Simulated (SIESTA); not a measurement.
Runs of SIESTA 5.4.2 on P. The structure is orthorhombic, space group Cmce (No. 64). The conventional cell has a = 3.295 Å, b = 10.930 Å, c = 4.544 Å, α = 90.00°, β = 90.00°, γ = 90.00°. P (site symmetry m) has 3 P at 2.20 to 2.25 Å as nearest neighbours. 

| task | level | potentials or basis | cell | k mesh | optimiser | force tolerance | stress tolerance (GPa) | broadening (eV) | window to (eV) | energy shift | gap on the mesh (eV) | pressure (GPa) | V0 of scaled cells (Å³/atom) | relaxed volume (Å³/atom) | B0 (GPa) | largest force (eV/Å) |
| --- | --- | --- | --- | --- | --- | --- | --- | --- | --- | --- | --- | --- | --- | --- | --- | --- |
| relaxation of cell and atoms | PBE | PseudoDojo 0.4 standard (PBE files), DZP (energy shift 0.002 Ry) | relaxed | 8 × 8 × 6 | Broyden | 0.02 eV/Å | - | - | - | 0.002 Ry | none | 0.0 | - | 20.85 | - | - |
| band structure | SVWN5 | PseudoDojo 0.4 standard (LDA files), DZP (energy shift 0.002 Ry) | as given | 8 × 8 × 6 | - | - | - | - | - | 0.002 Ry | 0.02 | -0.8 | - | - | - | (a) |
| relaxation of cell and atoms | PBEsol | PseudoDojo 0.4 standard (PBEsol files), DZP (energy shift 0.002 Ry) | relaxed | 6 × 6 × 4 | Broyden | 0.01 eV/Å | 0.05 | - | - | 0.002 Ry | none | 0.0 | - | 17.42 | - | - |
| optical spectrum | PBE | PseudoDojo 0.4 standard (PBE files), DZP (energy shift 0.002 Ry) | as given | 6 × 6 × 4 | - | - | - | 0.1 eV | 40 eV | 0.002 Ry | 0.12 | 3.7 | - | - | - | 0.62 |
| relaxation of cell and atoms | PBE | PseudoDojo 0.4 standard (PBE files), SZ (energy shift 0.002 Ry) | relaxed | 8 × 8 × 6 | - | 0.01 eV/Å | - | - | - | 0.002 Ry | none | 0.0 | - | 22.39 | - | - |
| equation of state | PBEGcGxLO | PseudoDojo 0.4 standard (PBE files), DZP (energy shift 0.002 Ry) | as given | 8 × 8 × 6 | - | - | - | - | - | 0.002 Ry | - | - | (c) | - | 75 | - |
| equation of state | PBE+D4 | PseudoDojo 0.4 standard (PBE files), DZP (energy shift 0.002 Ry) | as given | 8 × 8 × 6 | - | - | - | - | - | 0.002 Ry | - | - | 20.70 | - | 73 | - |
| equation of state | PBEsol | PseudoDojo 0.4 standard (PBEsol files), DZP (energy shift 0.003 Ry) | as given | 8 × 8 × 6 | - | - | - | - | - | 0.003 Ry | - | - | 20.69 | - | 73 | - |
| electrostatic potential | vdW-DF2 | PseudoDojo 0.4 standard (PBE files), SZ (energy shift 0.01 Ry) | as given | 8 × 8 × 6 | - | - | - | - | - | 0.01 Ry | 0.38 | 32.0 | - | - | - | 4.83 |
| relaxation of cell and atoms | PBE | PseudoDojo 0.4 standard (PBE files), TZP (energy shift 0.002 Ry) | relaxed | 8 × 8 × 6 | Broyden | 0.01 eV/Å | - | - | - | 0.002 Ry | 0.04 | 0.0 | - | 21.07 | - | - |
| single point | PBEsol | PseudoDojo 0.4 standard (PBEsol files), DZP (energy shift 0.003 Ry) | as given | 8 × 8 × 6 | - | - | - | - | - | 0.003 Ry | 0.05 | 0.9 | - | - | - | 0.56 |
| Wannier functions | PBE | PseudoDojo 0.4 standard (PBE files), TZP (energy shift 0.003 Ry) | as given | 6 × 6 × 4 | - | - | - | - | - | 0.003 Ry | 0.12 | 3.6 | - | - | - | (b) |

Alike in all rows: no spin polarisation; smearing fermi-dirac 0.05 eV; grid cutoff 500 Ry.

Task: Estimate the missing entries.

Result: (a) 0.46; (b) 0.60; (c) 20.59.

Caveats: the basis of atomic orbitals isn't converged, which shifts pressures, moduli and gaps; the cell was scaled at fixed shape and fractional positions, which overstates the stiffness of a crystal with free parameters, most of all of layers and chains (some runs); the basis has no polarisation orbitals (some runs); the potentials were made for another functional, which shifts forces and pressure (some runs); a pressure of tens of GPa on the cell as given is suspect, and the run, the potentials or the cell itself is likely at fault (some runs); random starting centres can end in a local minimum of the spread (some runs).

A k mesh can miss the band edges.

A gap of «none» marks a metal or a gap under the smearing width.

Not every run made on this cell is shown here.
